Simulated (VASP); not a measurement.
Runs of VASP 6.6.1 on CdTe. It takes space group F-43m (No. 216, cubic). Conventional cell: a = 6.496 Å, b = 6.496 Å, c = 6.496 Å, α = 90.00°, β = 90.00°, γ = 90.00°. Cd (site symmetry -43m) has 4 Te at 2.81 Å as nearest neighbours. Te (site symmetry -43m) has 4 Cd at 2.81 Å as nearest neighbours. The cell was built by a generator and needn't be a form met in nature.

| task | level | potentials or basis | spin | cell | k mesh | cutoff (eV) | gap on the mesh (eV) | pressure (GPa) |
| --- | --- | --- | --- | --- | --- | --- | --- | --- |
| band structure | PBEsol | VASP PAW PBE potentials, release 64 (Cd, Te) | SOC, no magnetisation | as given | 6 × 6 × 6 | 520 | - | 0.1 |
| band structure | TB-mBJ | VASP PAW PBE potentials, release 64 (Cd, Te) | off | as given | 10 × 10 × 10 | 520 | 1.80 | - |
| relaxation of cell and atoms | PBEsol | VASP PAW PBE potentials, release 64 (Cd, Te) | off | relaxed | 10 × 10 × 10 | 600 | 0.64 | 0.0 |
| band structure | r2SCAN | VASP PAW PBE potentials, release 64 (Cd, Te) | off | as given | 10 × 10 × 10 | 520 | (b) | 1.3 |
| band structure | LDA | VASP PAW LDA potentials, release 64 (Cd, Te) | off | as given | 10 × 10 × 10 | 520 | 0.53 | (a) |

Alike in all rows: smearing gaussian 0.03 eV.

Task: Fill in the values left out.

Result: (a) -1.5; (b) 1.25.

Caveats: the PAW data sets were made with another functional, which shifts forces and pressure a little (some runs); spin-orbit coupling is left out, which moves the levels of the heavy elements (some runs); the relaxation stopped at its first step, so nothing moved (some runs).

A k mesh can miss the band edges, and rows without SOC leave out spin-orbit coupling on Cd, Te.
